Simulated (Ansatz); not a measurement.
Field gradients at the nuclei in ZnS with one atom moved

The cell is a structure deposited in the COD, relaxed with PBE at fixed cell and then changed (atom 3 (Zn) moved by 0.15 Å).

```yaml
crystal:
  lattice:
    - [3.82000, 0.00000, 0.00000]
    - [-1.91000, 3.30822, 0.00000]
    - [0.00000, 0.00000, 24.96000]
  atoms:
    - { symbol: Zn, position: [0.00000, 0.00000, 0.00000] }
    - { symbol: Zn, position: [0.00000, 0.00000, 0.50000] }
    - { symbol: Zn, position: [0.31001, 0.65237, 0.11979] }
    - { symbol: Zn, position: [0.66667, 0.33333, 0.62493] }
    - { symbol: Zn, position: [0.33333, 0.66667, 0.37509] }
    - { symbol: Zn, position: [0.66667, 0.33333, 0.87509] }
    - { symbol: Zn, position: [0.33333, 0.66667, 0.75001] }
    - { symbol: Zn, position: [0.66667, 0.33333, 0.25001] }
    - { symbol: S, position: [0.00000, 0.00000, 0.09376] }
    - { symbol: S, position: [0.00000, 0.00000, 0.59376] }
    - { symbol: S, position: [0.33333, 0.66667, 0.21869] }
    - { symbol: S, position: [0.66667, 0.33333, 0.71869] }
    - { symbol: S, position: [0.33333, 0.66667, 0.46883] }
    - { symbol: S, position: [0.66667, 0.33333, 0.96883] }
    - { symbol: S, position: [0.33333, 0.66667, 0.84389] }
    - { symbol: S, position: [0.66667, 0.33333, 0.34389] }
```

Atoms are numbered from 1 in the order listed; like atoms form one site, named after its first atom.

Computed with Ansatz: DFT, PBE, plane waves and PAW (field gradients read without the response of the frozen cores, which leaves them typically 4 to 6 % off), scalar-relativistic, 420 eV cutoff, Γ-centred 8×8×2 k-points, Fermi–Dirac smearing 0.02 eV.

C_Q = eQV_zz/h, which is 24.18 MHz for Q = 1 b and V_zz = 10²¹ V/m²; η = (V_xx − V_yy)/V_zz.

⁶⁷Zn: I = 5/2, Q = 122.0 mb; S-33: I = 3/2, Q = -69.40 mb. Quadrupole moments are those of Pyykkö's year-2017 table.

Problem. Give the quadrupolar parameters of the distinct sites.

Solution. 

| site | atoms (order as listed) | first shell | V_xx, V_yy, V_zz (10²¹ V/m²) | η | C_Q (MHz) |
| --- | --- | --- | --- | --- | --- |
| Zn1 | 1 | 4 S at 2.34 Å | 0.008, 0.021, -0.029 | 0.46 | -0.087 |
| Zn2 | 2 | 4 S at 2.34 Å | -0.098, -0.098, 0.20 | 0.00 | 0.577 |
| Zn3 | 3 | 4 S at 2.25–2.47 Å | 0.16, 3.09, -3.25 | 0.90 | -9.59 |
| Zn4 | 4 | 4 S at 2.34 Å | -0.11, -0.11, 0.21 | 0.00 | 0.621 |
| Zn5 | 5 | 4 S at 2.34 Å | -0.12, -0.12, 0.24 | 0.01 | 0.708 |
| Zn6 | 6 | 4 S at 2.34 Å | -0.12, -0.12, 0.24 | 0.01 | 0.721 |
| Zn7 | 7 | 4 S at 2.34 Å | -0.048, -0.049, 0.097 | 0.00 | 0.287 |
| Zn8 | 8 | 4 S at 2.34 Å | -0.001, -0.10, 0.10 | 0.99 | 0.305 |
| S9 | 9 | 4 Zn at 2.25–2.37 Å | -0.11, -1.05, 1.17 | 0.81 | -1.96 |
| S10 | 10 | 4 Zn at 2.34 Å | 0.081, 0.082, -0.16 | 0.00 | 0.273 |
| S11 | 11 | 4 Zn at 2.34–2.47 Å | -0.20, -0.22, 0.42 | 0.06 | -0.708 |
| S12 | 12 | 4 Zn at 2.34 Å | 0.040, 0.040, -0.079 | 0.00 | 0.133 |
| S13 | 13 | 4 Zn at 2.34 Å | 0.075, 0.075, -0.15 | 0.00 | 0.252 |
| S14 | 14 | 4 Zn at 2.34 Å | 0.074, 0.084, -0.16 | 0.06 | 0.265 |
| S15 | 15 | 4 Zn at 2.34 Å | 0.00, 0.00, 0.00 | – | ≈0 |
| S16 | 16 | 4 Zn at 2.34 Å | -0.003, -0.018, 0.021 | 0.69 | -0.035 |

The atoms aren't relaxed after the move (largest force 1.1 eV/Å). Where η is near 1 the sign of V_zz means little.
